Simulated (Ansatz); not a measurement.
Cl under changes of volume

One of the cells (29.048 Å³/atom); the others are scaled copies at fixed shape and fractional positions:

```xyz
4
Lattice="3.1450 -2.2500 0.0000 3.1450 2.2500 0.0000 0.0000 0.0000 8.2100" Properties=species:S:1:pos:R:3 pbc="T T T"
Cl    3.1450    0.5850    3.2840
Cl    3.1450    1.6650    7.3890
Cl    3.1450   -0.5850    4.9260
Cl    3.1450   -1.6650    0.8210
```

```yaml
Program: Ansatz 0.2.0
Functional: PBEsol
Potentials_or_basis: all-electron LAPW, scalar-relativistic
Cutoff: 282 eV (chosen from the basis error)
Basis_error_allowed: 0.002 eV/atom
k_mesh: 7 × 7 × 4
Occupations: fermi-dirac, width 0.05 eV
Spin: no spin polarisation
```

| volume (Å³/atom) | energy over the lowest point (meV/atom) | pressure (GPa) | gap on the mesh (eV) | largest force (eV/Å) |
| --- | --- | --- | --- | --- |
| 27.305 | 2.21 | 1.0 | 2.66 | 0.653 |
| 27.886 | 0.00 | 0.3 | 2.58 | 0.376 |
| 28.467 | 0.09 | -0.3 | 2.51 | 0.141 |
| 29.048 | 2.24 | -0.9 | 2.44 | 0.175 |
| 29.629 | ? | ? | ? | ? |
| 30.210 | 11.79 | -1.8 | 2.30 | 0.590 |
| 30.791 | 18.83 | -2.1 | 2.24 | 0.784 |

What does the run at 29.629 Å³/atom give?

Energy over the lowest point 6.20 meV/atom; pressure -1.3 GPa; gap on the mesh 2.37 eV; largest force 0.384 eV/Å.

Worked out: A Birch-Murnaghan fit of order 3 (a polynomial in V^(-2/3)) to the other rows has its minimum at 28.15 Å³/atom with B0 = V·E''(V) = 29 GPa and B' = 4.6 at fixed shape and positions, which overstates the stiffness. It gives 6.20 meV/atom at 29.629 Å³/atom, against the run's 6.20, and -dE/dV = -1.3 GPa, against -1.3. A straight line through the other rows of the gap, of slope -3.5 eV per unit of ln V, gives 2.37 eV, against the run's 2.37.

Energies are extrapolated to zero smearing.

Caveats: an odd mesh through Γ misses points on the zone boundary, where band edges often lie.
